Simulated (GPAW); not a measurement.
P, 4 atoms in the cell. The structure is orthorhombic, space group Cmce (No. 64). Conventional cell: a = 3.295 Å, b = 10.930 Å, c = 4.544 Å, α = 90.00°, β = 90.00°, γ = 90.00°. P (site symmetry m) has 3 P at 2.20 to 2.25 Å as nearest neighbours. 

```yaml
Program: GPAW 26.7.0
Task: G0W0 quasiparticle levels
Functional: LDA
Potentials_or_basis: the program's PAW data sets (release 1.2.1) made for this functional
Cutoff: 450 eV
Basis: pw
k_mesh: 4 × 4 × 2
Occupations: fermi-dirac, width 0.001 eV
Spin: no spin polarisation
Response_ecut: 80 eV
Frequency: ppa
Extrapolate: yes
Qp_bands: 2
Integrate_gamma: WS
Maxiter: 150
Vertex: none
All_k: no
Response_bands: 132
Symmetry: point_group=False
```

Potentials or basis: the program's PAW data sets (release 1.2.1) made for this functional, pw.

The run is started by

```sh
$ OMP_NUM_THREADS=1 python run.py
```

Hardware: 1 thread of Arm Neoverse V2, on a shared host.

Estimate the wall time of this run.

It took 6.8 min on 1 thread of Arm Neoverse V2, on a shared host, peak memory 0.51 GiB. Counts: scf iterations 13, plane waves 1798, bands 21, k points 20.
